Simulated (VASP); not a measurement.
## SiC (Moissanite 3C): the relaxed cell at several levels of theory

Aim: relax SiC (Moissanite 3C) at several levels of theory and compare the cells. The starting structure is a measured crystal structure from the Crystallography Open Database. The first relaxation on each setting starts from this cell expanded by 3 % in volume.

Main program and level: VASP 6.6.1; Kohn-Sham DFT with plane waves and PAW; PBEsol, LDA, PBE, PBEsol + D3(BJ), r2SCAN, r2SCAN + rVV10, vdW-DF-cx and AM05.

**1. Starting point**

It takes space group F-43m (No. 216, cubic). Conventional cell: a = 4.358 Å, b = 4.358 Å, c = 4.358 Å, α = 90.00°, β = 90.00°, γ = 90.00°. Si has 4 C at 1.89 Å nearest. Nearest to C lie 4 Si at 1.89 Å. Farther neighbours are not listed.

**2. Relaxation with PBEsol**

PBEsol restores the gradient expansion of exchange and is tuned for the cells of solids. This run starts from the cell of an earlier relaxation, which isn't shown; the restart sets up the plane waves anew.

Input file INCAR:

```
SYSTEM = SiC
PREC = Accurate
ENCUT = 520
EDIFF = 1E-06
NELM = 100
ISMEAR = 0
SIGMA = 0.03
LREAL = .FALSE.
ALGO = Normal
GGA = PS
NBANDS = 10
LORBIT = 11
LWAVE = .FALSE.
LCHARG = .FALSE.
KPAR = 8
IBRION = 2
NSW = 50
ISIF = 3
EDIFFG = -0.006
```

Input file POSCAR:

```
SiC
1.0
    0.0000000000      2.1796157001      2.1796157001
    2.1796157001      0.0000000000      2.1796157001
    2.1796157001      2.1796157001      0.0000000000
Si C
1 1
Direct
    0.0000000000      0.0000000000      0.0000000000
    0.7500000000      0.7500000000      0.7500000000
```

Input file KPOINTS:

```
Automatic mesh
0
Gamma
8 8 8
0 0 0
```

PAW data sets: Si and C (PBE family, release 64).

Launch:

```sh
> mpirun -np 8 vasp_std
```

What it wrote:

```text
[banner, memory and clock lines left out]
running    8 mpi-ranks, on    1 nodes
 distrk:  each k-point on    1 cores,    8 groups
 distr:  one band on    1 cores,    1 groups

 POSCAR found type information on POSCAR SiC
 POSCAR found :  2 types and       2 ions
|                                                                             |
|           W    W    AA    RRRRR   N    N  II  N    N   GGGG   !!!           |
|           W    W   A  A   R    R  NN   N  II  NN   N  G    G  !!!           |
|           W    W  A    A  R    R  N N  N  II  N N  N  G       !!!           |
|           W WW W  AAAAAA  RRRRR   N  N N  II  N  N N  G  GGG   !            |
|           WW  WW  A    A  R   R   N   NN  II  N   NN  G    G                |
|           W    W  A    A  R    R  N    N  II  N    N   GGGG   !!!           |
|                                                                             |
|     For optimal performance we recommend to set                             |
|       NCORE = 2 up to number-of-cores-per-socket                            |
|     NCORE specifies how many cores store one orbital (NPAR=cpu/NCORE).      |
|     This setting can greatly improve the performance of VASP for DFT.       |
|     The default, NCORE=1 might be grossly inefficient on modern             |
|     multi-core architectures or massively parallel machines. Do your        |
|     Unfortunately you need to use the default for GW and RPA                |
|     calculations (for HF NCORE is supported but not extensively tested      |
|     yet).                                                                   |
|                                                                             |

|                                                                             |
|               ----> ADVICE to this user running VASP <----                  |
|                                                                             |
|     You enforced a specific xc type in the INCAR file but a different       |
|     [... a line on the potential file left out ...]
|     I HOPE YOU KNOW WHAT YOU ARE DOING!                                     |
|                                                                             |

 LDA part: xc-table for (Slater+PW92), standard interpolation
 POSCAR, INCAR and KPOINTS ok, starting setup
 FFT: planning ... GRIDC
 FFT: planning ... GRID_SOFT
 FFT: planning ... GRID
 WAVECAR not read
 entering main loop
       N       E                     dE             d eps       ncg     rms          rms(c)
DAV:   1     0.410534905698E+01    0.41053E+01   -0.38873E+03   596   0.662E+02
DAV:   2    -0.171031865576E+02   -0.21209E+02   -0.19970E+02   774   0.113E+02
DAV:   3    -0.177072370118E+02   -0.60405E+00   -0.60288E+00   678   0.172E+01
DAV:   4    -0.177098374195E+02   -0.26004E-02   -0.26002E-02   662   0.142E+00
DAV:   5    -0.177098501585E+02   -0.12739E-04   -0.12739E-04   678   0.926E-02    0.873E+00
DAV:   6    -0.159942291649E+02    0.17156E+01   -0.62682E+00   602   0.120E+01    0.392E+00
DAV:   7    -0.159283565251E+02    0.65873E-01   -0.36100E-01   698   0.367E+00    0.176E+00
DAV:   8    -0.159139847241E+02    0.14372E-01   -0.21296E-02   602   0.998E-01    0.159E-01
DAV:   9    -0.159138176648E+02    0.16706E-03   -0.15021E-03   722   0.220E-01    0.110E-01
DAV:  10    -0.159138617826E+02   -0.44118E-04   -0.10808E-04   624   0.713E-02    0.229E-02
DAV:  11    -0.159138619650E+02   -0.18242E-06   -0.11353E-05   668   0.198E-02    0.498E-03
DAV:  12    -0.159138621935E+02   -0.22848E-06   -0.51662E-07   310   0.491E-03
   1 F= -.15913862E+02 E0= -.15913862E+02  d E =-.159139E+02
 curvature:   0.00 expect dE= 0.000E+00 dE for cont linesearch  0.000E+00
 trial: gam= 0.00000 g(F)=  0.986E-47 g(S)=  0.634E-07 ort = 0.000E+00 (trialstep = 0.100E+01)
 search vector abs. value=  0.635E-07
 reached required accuracy - stopping structural energy minimisation
```

Wall time 1.2 s (8 MPI ranks of Intel Xeon 6975P-C (Granite Rapids), shared host); peak memory 0.98 GiB.

Lines that name or quote the potential files are left out of all logs, and their timing lines are given in words.

From OUTCAR (step 2):

```text
ion  position               nearest neighbor table
   1  0.000  0.000  0.000-   2 1.89   2 1.89   2 1.89   2 1.89
   2  0.750  0.750  0.750-   1 1.89   1 1.89   1 1.89   1 1.89

  LATTYP: Found a face centered cubic cell.
 ALAT       =     4.3592314002

 Subroutine GETGRP returns: Found 24 space group operations
 (whereof 24 operations were pure point group operations)

The static configuration has the point symmetry T_d .

 Found     29 irreducible k-points:

   k-points           NKPTS =     29   k-points in BZ     NKDIM =     29   number of bands    NBANDS=     10

   dimension x,y,z NGX =    24 NGY =   24 NGZ =   24
   dimension x,y,z NGXF=    48 NGYF=   48 NGZF=   48

   ENCUT  =  520.0 eV  38.22 Ry    6.18 a.u.   5.73  5.73  5.73*2*pi/ulx,y,z

   NELECT =       8.0000    total number of electrons

 k-points in reciprocal lattice and weights: Automatic mesh
   0.00000000  0.00000000  0.00000000       0.002
   0.12500000  0.00000000  0.00000000       0.016
   0.25000000  0.00000000  0.00000000       0.016
   0.37500000  0.00000000  0.00000000       0.016
   0.50000000  0.00000000  0.00000000       0.008
   0.12500000  0.12500000  0.00000000       0.012
   0.25000000  0.12500000  0.00000000       0.047
   0.37500000  0.12500000  0.00000000       0.047
   0.50000000  0.12500000  0.00000000       0.047
[...]
-0.37500000  0.50000000  0.12500000       0.023
  -0.25000000  0.50000000  0.25000000       0.012

 average (electrostatic) potential at core
       1 -80.1271       2 -44.9647

 E-fermi :   8.1814

 k-point     1 :       0.0000    0.0000    0.0000
  band No.  band energies     occupation
      1      -7.3699      2.00000
      2       8.0481      2.00000
      3       8.0481      2.00000
      4       8.0481      2.00000
      5      14.2252      0.00000
      6      15.2838      0.00000
      7      15.2838      0.00000
      8      15.2838      0.00000
      9      22.4985      0.00000
    ...

 k-point     2 :       0.1250    0.0000    0.0000
  band No.  band energies     occupation
      1      -7.0642      2.00000
      2       6.5551      2.00000
      3       7.8456      2.00000
      4       7.8456      2.00000
      5      14.4521      0.00000
      6      15.6365      0.00000
      7      15.6365      0.00000
      8      15.8160      0.00000
      9      21.2461      0.00000
    ...

 k-point     3 :       0.2500    0.0000    0.0000
  band No.  band energies     occupation
      1      -6.1693      2.00000
      2       3.7341      2.00000
      3       7.4386      2.00000
      4       7.4386      2.00000
      5      13.9649      0.00000
      6      15.8796      0.00000
      7      15.8796      0.00000
      8      17.3161      0.00000
      9      21.0719      0.00000
    ...

  Total       -0.0009357     -0.0009357     -0.0009357     -0.0000000      0.0000000     -0.0000000
  in kB       -0.0723889     -0.0723889     -0.0723889     -0.0000000      0.0000000     -0.0000000
  external PRESSURE =      -0.0723889 kB  Pullay stress =       0.0000000 kB

  energy-cutoff  :      520.00
  volume of cell :       20.71
      direct lattice vectors                 reciprocal lattice vectors
     0.000000000  2.179615700  2.179615700    -0.229398237  0.229398237  0.229398237
     2.179615700  0.000000000  2.179615700     0.229398237 -0.229398237  0.229398237
     2.179615700  2.179615700  0.000000000     0.229398237  0.229398237 -0.229398237

 POSITION                                       TOTAL-FORCE (eV/Angst)
 -----------------------------------------------------------------------------------
      0.00000      0.00000      0.00000        -0.000000     -0.000000     -0.000000
      3.26942      3.26942      3.26942         0.000000      0.000000      0.000000
 -----------------------------------------------------------------------------------
    total drift:                               -0.000000     -0.000000     -0.000000

  FREE ENERGIE OF THE ION-ELECTRON SYSTEM (eV)
  ---------------------------------------------------
  free  energy   TOTEN  =       -15.9138621935 eV

  energy  without entropy=      -15.9138621935  energy(sigma->0) =      -15.91386219

 reached required accuracy - stopping structural energy minimisation

 total charge
# of ion       s       p       d       tot
------------------------------------------
    1        0.708   0.973   0.000   1.681
    2        0.832   1.699   0.000   2.531
--------------------------------------------------
tot          1.541   2.671   0.000   4.212

[... 3 further parts left out ...]
```

CONTCAR:

```
SiC
   1.00000000000000
     0.0000000000000000    2.1796157000999998    2.1796157000999998
     2.1796157000999998    0.0000000000000000    2.1796157000999998
     2.1796157000999998    2.1796157000999998    0.0000000000000000
  Si              C
     1     1
Direct
     0.0000000000000000    0.0000000000000000    0.0000000000000000
     0.7500000000000000    0.7500000000000000    0.7500000000000000
```

The PAW data sets were made with PBE, which is usual practice but a small mismatch for other functionals. The run keeps the 24 symmetry operations of its start, so it cannot find a distortion of lower symmetry.

With PBEsol the relaxed cell holds 10.355 Å³ an atom, +0.08 % against the measured cell, with a = 4.359 Å. Pressures at 0.985 and 1.015 times this volume, from two more relaxations that aren't shown, give a bulk modulus of 221.2 GPa.

**3. Relaxation with LDA**

LDA, the lowest rung, knows the local density alone. This run starts from the cell of an earlier relaxation, which isn't shown; the restart sets up the plane waves anew.

Edit INCAR of step 2 so:

```diff
@@ -9,3 +9,3 @@
 ALGO = Normal
-GGA = PS
+GGA = CA
 NBANDS = 10
```

Input file POSCAR:

```
SiC
1.0
    0.0000000000      2.1659606526      2.1659606526
    2.1659606526      0.0000000000      2.1659606526
    2.1659606526      2.1659606526      0.0000000000
Si C
1 1
Direct
    0.0000000000      0.0000000000      0.0000000000
    0.7500000000      0.7500000000      0.7500000000
```

KPOINTS is that of step 2.

Potentials, in the order of the species: Si and C (LDA family, release 64).

Launch:

```sh
> mpirun -np 8 vasp_std
```

What it wrote:

```text
[banner, memory and clock lines left out]
running    8 mpi-ranks, on    1 nodes
[...]
[... a notice as in an earlier step ...]

 LDA part: xc-table for (Slater(with rela. corr.)+CA(PZ))
 , standard interpolation
 POSCAR, INCAR and KPOINTS ok, starting setup
[...]
entering main loop
       N       E                     dE             d eps       ncg     rms          rms(c)
DAV:   1     0.293629515120E+01    0.29363E+01   -0.40947E+03   580   0.688E+02
DAV:   2    -0.180999983484E+02   -0.21036E+02   -0.20213E+02   774   0.115E+02
DAV:   3    -0.187295542864E+02   -0.62956E+00   -0.62880E+00   680   0.180E+01
DAV:   4    -0.187323114776E+02   -0.27572E-02   -0.27571E-02   650   0.151E+00
[...]
DAV:   9    -0.166414581548E+02    0.37128E-03   -0.18225E-03   728   0.249E-01    0.948E-02
DAV:  10    -0.166414718287E+02   -0.13674E-04   -0.11033E-04   614   0.708E-02    0.316E-02
DAV:  11    -0.166414721951E+02   -0.36647E-06   -0.30028E-06   672   0.118E-02
   1 F= -.16641472E+02 E0= -.16641472E+02  d E =-.166415E+02
[...]
reached required accuracy - stopping structural energy minimisation
```

The job ended after 1 s (8 MPI ranks; peak memory 0.92 GiB).

OUTCAR, selected parts (step 3):

```text
  Total       -0.0058154     -0.0058154     -0.0058154      0.0000000     -0.0000000      0.0000000
  in kB       -0.4584641     -0.4584641     -0.4584641      0.0000000     -0.0000000      0.0000000
  external PRESSURE =      -0.4584641 kB  Pullay stress =       0.0000000 kB

 POSITION                                       TOTAL-FORCE (eV/Angst)
 -----------------------------------------------------------------------------------
      0.00000      0.00000      0.00000         0.000000      0.000000      0.000000
      3.24894      3.24894      3.24894        -0.000000     -0.000000     -0.000000
 -----------------------------------------------------------------------------------
    total drift:                               -0.000000     -0.000000     -0.000000

  FREE ENERGIE OF THE ION-ELECTRON SYSTEM (eV)
  ---------------------------------------------------
  free  energy   TOTEN  =       -16.6414721951 eV

  energy  without entropy=      -16.6414721951  energy(sigma->0) =      -16.64147220

[... 2 parts as in an earlier step ...]

[... 2 further parts left out ...]
[key lines of the parts left out:]
E-fermi :   8.4078
```

With LDA the relaxed cell holds 10.161 Å³ an atom, -1.78 % against the measured cell, with a = 4.332 Å. That is -1.87 % from PBEsol. Pressures at 0.985 and 1.015 times this volume, from two more relaxations that aren't shown, give a bulk modulus of 228.6 GPa.

**4. Relaxation with PBE**

PBE, the usual starting point, adds the gradient of the density.

Edit INCAR of step 3 so:

```diff
@@ -9,3 +9,3 @@
 ALGO = Normal
-GGA = CA
+GGA = PE
 NBANDS = 10
```

Input file POSCAR:

```
SiC
1.0
    0.0000000000      2.2005756606      2.2005756606
    2.2005756606      0.0000000000      2.2005756606
    2.2005756606      2.2005756606      0.0000000000
Si C
1 1
Direct
    0.0000000000      0.0000000000      0.0000000000
    0.7500000000      0.7500000000      0.7500000000
```

KPOINTS is that of step 3.

PAW data sets: Si and C (PBE family, release 64).

Launch:

```sh
> mpirun -np 8 vasp_std
```

What it wrote:

```text
[banner, memory and clock lines left out]
running    8 mpi-ranks, on    1 nodes
[...]
[... a notice as in an earlier step ...]

 LDA part: xc-table for (Slater+PW92), standard interpolation
 POSCAR, INCAR and KPOINTS ok, starting setup
[...]
entering main loop
       N       E                     dE             d eps       ncg     rms          rms(c)
DAV:   1     0.596147883636E+01    0.59615E+01   -0.40874E+03   596   0.680E+02
DAV:   2    -0.160583885272E+02   -0.22020E+02   -0.20143E+02   748   0.113E+02
DAV:   3    -0.168285834840E+02   -0.77019E+00   -0.76908E+00   682   0.185E+01
DAV:   4    -0.168318955763E+02   -0.33121E-02   -0.33119E-02   664   0.154E+00
[...]
DAV:  10    -0.150568530305E+02   -0.11287E-03   -0.22435E-04   630   0.989E-02    0.239E-02
DAV:  11    -0.150568552379E+02   -0.22074E-05   -0.40901E-05   660   0.349E-02    0.592E-03
DAV:  12    -0.150568556799E+02   -0.44198E-06   -0.15678E-06   382   0.860E-03
   1 F= -.15056856E+02 E0= -.15056856E+02  d E =-.150569E+02
[...]
DAV:   5    -0.150568882993E+02    0.11730E-05   -0.80969E-06   652   0.181E-02    0.204E-02
DAV:   6    -0.150568893684E+02   -0.10691E-05   -0.81320E-07   306   0.647E-03    0.493E-03
DAV:   7    -0.150568889682E+02    0.40024E-06   -0.16620E-07   294   0.262E-03
   2 F= -.15056889E+02 E0= -.15056889E+02  d E =-.332883E-04
 trial-energy change:   -0.000033  1 .order    0.000112   -0.011985    0.012209
 step:   0.5044(harm=  0.4954)  dis= 0.00000  next Energy=   -15.059897 (dE=-0.304E-02)
[...]
N       E                     dE             d eps       ncg     rms          rms(c)
DAV:   1    -0.150611751145E+02   -0.42857E-02   -0.56423E-02   582   0.169E+00    0.266E-01
DAV:   2    -0.150601681985E+02    0.10069E-02   -0.24805E-03   596   0.280E-01    0.133E-01
DAV:   3    -0.150599546339E+02    0.21356E-03   -0.33418E-04   616   0.112E-01    0.366E-02
DAV:   4    -0.150599149302E+02    0.39704E-04   -0.54178E-05   600   0.367E-02    0.157E-02
DAV:   5    -0.150599133599E+02    0.15703E-05   -0.19020E-06   430   0.893E-03    0.937E-03
DAV:   6    -0.150599126804E+02    0.67947E-06   -0.22499E-07   296   0.368E-03
   3 F= -.15059913E+02 E0= -.15059913E+02  d E =-.305700E-02
[...]
reached required accuracy - stopping structural energy minimisation
```

The job ended after 2 s (8 MPI ranks; peak memory 1.1 GiB).

Parts of OUTCAR (step 4):

```text
  Total        0.0001360      0.0001360      0.0001360      0.0000000      0.0000000     -0.0000000
  in kB        0.0103775      0.0103775      0.0103775      0.0000000      0.0000000     -0.0000000
  external PRESSURE =       0.0103775 kB  Pullay stress =       0.0000000 kB

 POSITION                                       TOTAL-FORCE (eV/Angst)
 -----------------------------------------------------------------------------------
     -0.00000      2.18968      2.18968         0.000000      0.000000     -0.000000
      3.28452      3.28452      3.28452        -0.000000     -0.000000      0.000000
 -----------------------------------------------------------------------------------
    total drift:                               -0.000000     -0.000000     -0.000000

  FREE ENERGIE OF THE ION-ELECTRON SYSTEM (eV)
  ---------------------------------------------------
  free  energy   TOTEN  =       -15.0599126804 eV

  energy  without entropy=      -15.0599126804  energy(sigma->0) =      -15.05991268

[... 2 parts as in an earlier step ...]

[... 2 further parts left out ...]
[key lines of the parts left out:]
E-fermi :   8.1002
```

With PBE the relaxed cell holds 10.499 Å³ an atom, +1.48 % against the measured cell, with a = 4.379 Å. That is +1.39 % from PBEsol. Pressures at 0.985 and 1.015 times this volume, from two more relaxations that aren't shown, give a bulk modulus of 212.6 GPa.

(Part 1 of 2 ends here.)

[Lines on the potential files, build, host, timing and source positions are cut from VASP's logs without a mark.]

[Logs are printed without paths, hosts, clocks, repeated set-up lines and the standing remarks that a program may print on its own settings, such as how far it seeks lower states.]

[Hosts, paths, dates, database ids (printed as entryN), source tags and the programs' standing remarks are cut or masked in the printed files.]
